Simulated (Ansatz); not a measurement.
ZnTe (zinc blende, F-43m), the program Ansatz at the LDA level (PAW). The conduction-band minimum lies at Γ, with 1 equivalent valley. Second derivatives d²E/dk² of the lowest band at one valley (eV·Å²), along Cartesian directions:

| direction | d²E/dk² |
|---|---|
| [100] | 91.99 |
| [010] | 91.99 |
| [001] | 91.99 |
| [110] | 91.83 |
| [101] | 91.83 |
| [011] | 91.83 |

Find the principal effective masses, the density-of-states mass and the conductivity mass.

Off-diagonal terms follow from H_xy = H[110] − (H_xx + H_yy)/2, and m*/mₑ = 7.620 eV·Å² over each eigenvalue: 0.083, 0.083, 0.083. One valley's DOS mass (m₁m₂m₃)^(1/3) = 0.083, conductivity mass 3/(Σ 1/mᵢ) = 0.083 mₑ.

What effective density of states Nc follows at 300 K for parabolic valleys?

Nc = 2.509e19 × 1 × (0.083)^(3/2) ≈ 6.0e17 cm⁻³.

The LDA relaxation kept the symmetry of its start; of distortions, only those at the zone centre were tested. Spin–orbit coupling is left out wherever it is not named.

Potentials: the later of the program's two PAW sets.

Edges and masses are those of Kohn–Sham bands, whose gap is no quasiparticle gap.
